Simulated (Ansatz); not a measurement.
This is a single-point calculation with the PAW code Ansatz on zincblende InSb; the level of theory is r2SCAN. The cell was relaxed with r2SCAN and then strained (uniaxial +1.12 % along z, other directions held), with the atoms relaxed again with r2SCAN; k points keep the names of the unstrained zone.

input.yaml:
```yaml
crystal:
  lattice:
    - [0.0, 3.2795130145, 3.3162435603]
    - [3.2795130145, 0.0, 3.3162435603]
    - [3.2795130145, 3.2795130145, 0.0]
  atoms:
    - { symbol: In, position: [0.0, 0.0, 0.0] }
    - { symbol: Sb, position: [0.25, 0.25, 0.25] }
kpoints:
  mp_grid: { grid: [6, 6, 6] }
  band_path:
    path:
      - [0.0, 0.0, 0.0]
      - [-0.5, -0.5, 0.0]
      - [-0.375, -0.375, 0.25]
      - [-0.375, 0.0, 0.375]
      - [0.0, 0.0, 0.5]
      - [-0.5, -0.25, 0.25]
    npoints: 1
hamiltonian:
  xc: r2scan
scf:
  occupations: { method: fermi_dirac, width: 0.02 }
  n_extra_bands: 4
output:
  forces: true
  stress: true
  eigenvalues: true
```

Abridged output:
```
scf.n_extra_bands = 4 over 14 filled bands (N_el = 28.0): the run solves 18 bands
Pseudopotential: In, paw, valence charge 13, recommended cutoff 500 eV (meta_gga)
Pseudopotential: Sb, paw, valence charge 15, recommended cutoff 500 eV (meta_gga)
Functional definition: r2SCAN
Crystal: 2 atoms, lattice volume = 71.334 Å³
Basis set: ecut = 500 eV, 1825 PW (Γ)
Symmetry: 8 space group operations
Space group: I-4m2 (ITA 119)
k-points: 30 of 216 (time reversal used)
SCF iter   1: HF=-12111.414023 eV  Δρ=5.93e-3  dr2=1.43e-2
preconditioner: auto → none  [σ=0.020 eV  ℏωp=18.7 eV]
SCF iter   2: HF=-12111.419773 eV  Δρ=1.85e-3  dr2=1.59e-3
SCF iter   3: HF=-12111.420167 eV  Δρ=8.22e-4  dr2=2.46e-4
SCF iter   4: HF=-12111.420224 eV  Δρ=1.15e-4  dr2=5.76e-6
SCF iter   5: HF=-12111.420228 eV  Δρ=2.03e-5  dr2=2.34e-7
SCF iter   6: HF=-12111.420228 eV  Δρ=4.54e-6  dr2=8.24e-9
SCF 1 converged in 6 iterations: F = -12111.420229 eV  dr2 = 8.24e-9
Free energy (F): -12111.420229 eV
Internal energy: -12111.419916 eV  (E = F + TS)
E sigma→0 (E₀):  -12111.420072 eV
Entropy (-TS):   -0.000313 eV (-0.156 meV/atom)
Fermi energy:    6.618359 eV
--- Forces (eV/Å), atoms counted from 1 ---
  atom   1  In      0.00000      0.00000      0.00000
  atom   2  Sb      0.00000      0.00000      0.00000
--- Stress (GPa, compression-positive) ---
       -0.345952       0.000000       0.000000
        0.000000      -0.345952       0.000000
        0.000000       0.000000      -0.650848
  P = ⅓ Tr σ = -0.4476 GPa (-4.476 kbar)
--- Band table (eV; the first three rows and the last of 30) ---
  k-point 0: bands = […, -8.3642, -8.3623, -4.2110, 6.5437, 6.5593, 6.6154, 6.6154, 9.8205, 9.8205, 9.8475]
  k-point 1: bands = […, -8.3646, -8.3625, -3.9660, 4.1875, 6.2555, 6.3033, 7.7417, 10.2702, 10.2739, 10.5646]
  k-point 2: bands = […, -8.3643, -8.3618, -3.3375, 2.0434, 5.7801, 5.8446, 7.4995, 10.6749, 10.7098, 12.6638]
  k-point 29: bands = […, -8.3789, -8.3576, -2.3191, 0.7170, 4.4436, 4.4436, 8.2289, 8.2925, 15.0553, 15.0553]
```

The rows of the band table are 0: (0, 0, 0) = Γ, 1: (0, 0, 1/6), 2: (0, 0, 1/3), 29: (-1/2, -1/2, 0) = X.

Levels at the listed points, from bands.tsv (eV from the Fermi energy, bands near the gap, counted from 0):
```tsv
# k_distance	band_9	band_10	band_11	band_12	band_13	band_14	band_15	band_16	band_17
# fermi_ev = 6.618359
# [0, 0, 0] at k_distance = 0.000000
# [-0.5, -0.5, 0] at k_distance = 0.947335
# [-0.375, -0.375, 0.25] at k_distance = 1.286019
# [-0.375, 0, 0.375] at k_distance = 1.871561
# [0, 0, 0.5] at k_distance = 2.457102
# [-0.5, -0.25, 0.25] at k_distance = 3.130730
# levels_relative_to = fermi_ev
0.000	-14.981	-10.829	-0.075	-0.059	-0.003	-0.003	3.202	3.202	3.229
0.947	-14.976	-8.937	-5.901	-2.175	-2.175	1.611	1.674	8.437	8.437
1.286	-14.980	-8.967	-5.758	-3.028	-1.836	1.912	3.981	6.556	6.722
1.872	-14.978	-8.950	-5.727	-3.028	-1.895	1.838	3.883	6.557	6.706
2.457	-14.979	-9.504	-5.558	-1.029	-0.957	0.724	4.056	4.108	6.465
3.131	-14.981	-8.890	-5.768	-2.781	-2.641	3.669	4.239	4.579	5.304
```
In order the rows are Γ, X, U, K, L, W.

r2SCAN gives a gap of zero: filled and empty bands touch at Γ. Edges are sought over the mesh and the listed points. The mean pressure at these positions is -0.45 GPa, compression counted positive.

No spin polarisation and no zero-point or thermal motion.

No spin-orbit coupling is included; it can move band edges with weight on the heavy atoms by tenths of an eV.
